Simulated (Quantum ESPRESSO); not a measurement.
## TiSi: equation of state with r2SCAN

TiSi:

```
Ti Si
1.0
     1.81618   -2.11762    0.00000
     1.81618    2.11762    0.00000
     0.00000    0.00000    3.80393
Ti Si
1 1
Direct
  0.50000 0.50000 0.00000
  0.00000 0.00000 0.50000
```

The cell comes from a database or a generator and needn't be the stable form of this composition.

```yaml
Program: Quantum ESPRESSO 7.5
Task: equation of state
Functional: r2SCAN
Potentials_or_basis: SG15 PBE 1.2
Cutoff: 952 eV
Density_cutoff: 3810 eV
k_mesh: 8 × 8 × 6
Occupations: fermi-dirac, width 0.05 eV
Spin: no spin polarisation
```

- Equilibrium volume: 14.52 Å³/atom
- Bulk modulus at fixed shape and positions: 142 GPa
- Pressure derivative of the bulk modulus: 3.9

Energy against volume, from the lowest point:
```tsv
volume (Å³/atom)	energy (meV/atom)
13.752	19.41
14.045	6.98
14.337	0.70
14.630	0.00
14.922	4.37
15.215	13.33
15.508	26.44
```

All runs of the series together: 9.4 min on 2 threads of Arm Neoverse V2, on a shared host.

Caveat: the potentials were made for another functional, which shifts forces and pressure; the cell was scaled at fixed shape and fractional positions, which overstates the stiffness of a crystal with free parameters, most of all of layers and chains.
